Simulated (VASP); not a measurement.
# GaP (F-43m) in VASP: a series of runs, part 2 of 2

VASP 6.6.1.

## (5) Relaxation of cell and atoms, PBE

This run uses another cell than the first one, of 20.86 Å³/atom, 1.031 times its volume.

The input, INCAR:

```
  ALGO = Normal
  EDIFF = 1E-7
  EDIFFG = -0.005
  ENCUT = 600
  GGA = PE
  IBRION = 2
  ISIF = 3
  ISMEAR = 0
  LASPH = True
  LCHARG = False
  LREAL = False
  LWAVE = False
  NELM = 80
  NSW = 90
  PREC = Accurate
  SIGMA = 0.03
```

The input, KPOINTS:

```
k-points
0
Gamma
  8 8 8
```

The input, POSCAR:

```
GaP                                     
1.0
    0.0000000000      2.7528246308      2.7528246308
    2.7528246308      0.0000000000      2.7528246308
    2.7528246308      2.7528246308      0.0000000000
  Ga              P             
     1     1
Direct
     0.0000000000000000    0.0000000000000000    0.0000000000000000
     0.2500000000000000    0.2500000000000000    0.2500000000000000
```

Launch:

```bash
> cat potpaw_PBE.64/Ga_d/POTCAR potpaw_PBE.64/P/POTCAR > POTCAR
> mpirun -np 1 vasp_std > vasp.out
```

Wall time 12 s (1 thread of AMD EPYC 9R45 (Zen 5), shared host); peak memory 0.14 GiB.

It converged, with:

```yaml
Free_energy: -9.1255 eV
Pressure_after_relaxing: 0.0 GPa
Band_gap_on_the_k_mesh: 1.58 eV, direct
```

Final structure:
```
Ga P
1.0
     0.00000    2.75282    2.75282
     2.75282    0.00000    2.75282
     2.75282    2.75282    0.00000
Ga P
1 1
Direct
  0.00000 0.00000 0.00000
  0.25000 0.25000 0.25000
```

Levels at points of the mesh, in eV from the valence-band top:
```csv
k point,band 5,band 6,band 7,band 8,band 9,band 10,band 11,band 12,band 13
"(0.00, 0.00, 0.00)",-14.41,-12.27,0.00,0.00,0.00,1.58,3.90,3.90,3.90
"(0.50, 0.00, 0.00)",-14.41,-10.30,-6.46,-1.07,-1.07,1.58,4.73,4.73,8.23
"(0.50, 0.50, 0.00)",-14.39,-9.44,-6.61,-2.58,-2.58,1.72,1.85,10.37,10.37
```

Caveat: the relaxation stopped at its first step, so nothing moved. A k mesh can miss the band edges.

## (6) Relaxation of the atoms, PBE (a relaxed cell with its volume scaled by 0.94)

The input, INCAR:

```
  ALGO = Fast
  EDIFF = 1E-7
  EDIFFG = -0.01
  ENCUT = 600
  GGA = PE
  IBRION = 2
  ISIF = 2
  ISMEAR = 0
  LASPH = True
  LCHARG = False
  LREAL = False
  LWAVE = False
  NELM = 80
  NSW = 40
  PREC = Accurate
  SIGMA = 0.03
```

KPOINTS is that of step 5.

The input, POSCAR:

```
GaP                                     
1.0
    0.0000000000      2.6966287681      2.6966287681
    2.6966287681      0.0000000000      2.6966287681
    2.6966287681      2.6966287681      0.0000000000
  Ga              P             
     1     1
Direct
     0.0000000000000000    0.0000000000000000    0.0000000000000000
     0.2500000000000000    0.2500000000000000    0.2500000000000000
```

Potentials or basis: VASP PAW PBE potentials, release 64 (Ga_d, P).

Launch:

```bash
> cat potpaw_PBE.64/Ga_d/POTCAR potpaw_PBE.64/P/POTCAR > POTCAR
> mpirun -np 1 vasp_std > vasp.out
```

OUTCAR:

```text
EDIFF = 1E-7
   EDIFFG = -0.01
   ENCUT = 600
   GGA = PE
   IBRION = 2
   ISIF = 2
   ISMEAR = 0
   LASPH = True
   LREAL = False
   NELM = 80
   NSW = 40
   PREC = Accurate

 ion  position               nearest neighbor table
   1  0.000  0.000  0.000-   2 2.34   2 2.34   2 2.34   2 2.34
   2  0.250  0.250  0.250-   1 2.34   1 2.34   1 2.34   1 2.34

  LATTYP: Found a face centered cubic cell.
 ALAT       =     5.3932575362

  Lattice vectors:

 A1 = (   0.0000000000,   2.6966287681,   2.6966287681)
 A2 = (   2.6966287681,   0.0000000000,   2.6966287681)
 A3 = (   2.6966287681,   2.6966287681,   0.0000000000)

Analysis of symmetry for initial positions (statically):
=====================================================================
 Subroutine PRICEL returns:
 Original cell was already a primitive cell.

 Routine SETGRP: Setting up the symmetry group for a
 face centered cubic supercell.

 Subroutine GETGRP returns: Found 24 space group operations
 (whereof 24 operations were pure point group operations)
 out of a pool of 48 trial point group operations.

The static configuration has the point symmetry T_d .

Analysis of symmetry for dynamics (positions and initial velocities):
=====================================================================
[... 174 lines left out ...]
      5      -9.5179      2.00000
      6      -7.7531      2.00000
      7       4.9816      2.00000
      8       4.9816      2.00000
      9       4.9816      2.00000
     10       7.0731      0.00000
     11       8.8607      0.00000
     12       8.8608      0.00000
     13       8.8607      0.00000
[... 354 lines left out ...]
  band No.  band energies     occupation
      1      -9.7269      2.00000
      2      -9.5935      2.00000
      3      -9.5801      2.00000
      4      -9.5238      2.00000
      5      -9.5098      2.00000
      6      -5.1564      2.00000
      7      -1.5919      2.00000
      8       1.6731      2.00000
      9       2.9611      2.00000
     10       8.5287      0.00000
     11       9.2637      0.00000
     12      11.5331      0.00000
     13      13.0146      0.00000

 [... further k-points ...]
[... 5 lines left out ...]
  --------------------------------------------------------------------------------------
  -------------------------------------------------------------------------------------
  Total        1.3302763      1.3302763      1.3302763     -0.0000000      0.0000000     -0.0000000
  in kB       54.3449180     54.3449180     54.3449180     -0.0000000      0.0000000     -0.0000000
  external PRESSURE =      54.3449180 kB  Pullay stress =       0.0000000 kB

 VOLUME and BASIS-vectors are now :
 -----------------------------------------------------------------------------
  energy-cutoff  :      600.00
  volume of cell :       39.22
      direct lattice vectors                 reciprocal lattice vectors
     0.000000000  2.696628768  2.696628768    -0.185416697  0.185416697  0.185416697
     2.696628768  0.000000000  2.696628768     0.185416697 -0.185416697  0.185416697
     2.696628768  2.696628768  0.000000000     0.185416697  0.185416697 -0.185416697

 POSITION                                       TOTAL-FORCE (eV/Angst)
 -----------------------------------------------------------------------------------
      0.00000      0.00000      0.00000         0.000000      0.000000      0.000000
      1.34831      1.34831      1.34831        -0.000000     -0.000000     -0.000000
 -----------------------------------------------------------------------------------
    total drift:                                0.000001      0.000001      0.000001

  FREE ENERGIE OF THE ION-ELECTRON SYSTEM (eV)
  ---------------------------------------------------
  free  energy   TOTEN  =        -9.0851029725 eV

  energy  without entropy=       -9.0851029725  energy(sigma->0) =       -9.08510297

 reached required accuracy - stopping structural energy minimisation
```

Wall time 13 s (1 thread of AMD EPYC 9R45 (Zen 5), shared host); peak memory 0.14 GiB.

What came out:

```yaml
Free_energy: -9.0851 eV
Pressure_after_relaxing: 5.4 GPa
Band_gap_on_the_k_mesh: 1.59 eV, indirect (least direct gap 2.09 eV)
```

Final structure:
```xyz
2
Lattice="0.0000 2.6966 2.6966 2.6966 0.0000 2.6966 2.6966 2.6966 0.0000" Properties=species:S:1:pos:R:3 pbc="T T T"
Ga    0.0000    0.0000    0.0000
P     1.3483    1.3483    1.3483
```

Caveat: the relaxation stopped at its first step, so nothing moved. A k mesh can miss the band edges.

## (7) Overview

| task | level | potentials or basis | cell | k mesh | cutoff (eV) | gap on the mesh (eV) | pressure (GPa) |
| --- | --- | --- | --- | --- | --- | --- | --- |
| relaxation of cell and atoms | r2SCAN | VASP PAW PBE potentials, release 64 (Ga_d, P) | relaxed | 8 × 8 × 8 | 600 | 1.90 | 0.0 |
| single point | LDA | VASP PAW LDA potentials, release 64 (Ga_d, P) | F-43m, 20.24 Å³/atom | 6 × 6 × 6 | 520 | 1.49 | -2.7 |
| relaxation of cell and atoms | PBE | VASP PAW PBE potentials, release 64 (Ga_d, P) | relaxed | 8 × 8 × 8 | 600 | 1.58 | 0.0 |
| relaxation of the atoms | PBE | VASP PAW PBE potentials, release 64 (Ga_d, P) | atoms relaxed from: a relaxed cell with its volume scaled by 0.94 | 8 × 8 × 8 | 600 | 1.59 | 5.4 |

Alike in all rows: no spin polarisation; smearing gaussian 0.03 eV.

Caveats: the relaxation stopped at its first step, so nothing moved (some runs); the PAW data sets were made with another functional, which shifts forces and pressure a little (some runs).

Total energies depend on the potentials used, so only differences within one code and one set of settings carry meaning.

## (8) Against experiment

Step 3. Measured gap of GaP: 2.34 eV (indirect; 10 K; quoted in “Stacking defects in GaP nanowires: Electronic structure and optical properties”, 2018, arxiv:1810.01194). This calculation gives 1.49 eV (-0.85 eV). Spin-orbit coupling on Ga is left out. The value is that of LDA on a finite k mesh, which can miss the band edges, without temperature or zero-point motion. Semilocal functionals fall short of measured gaps as a rule.
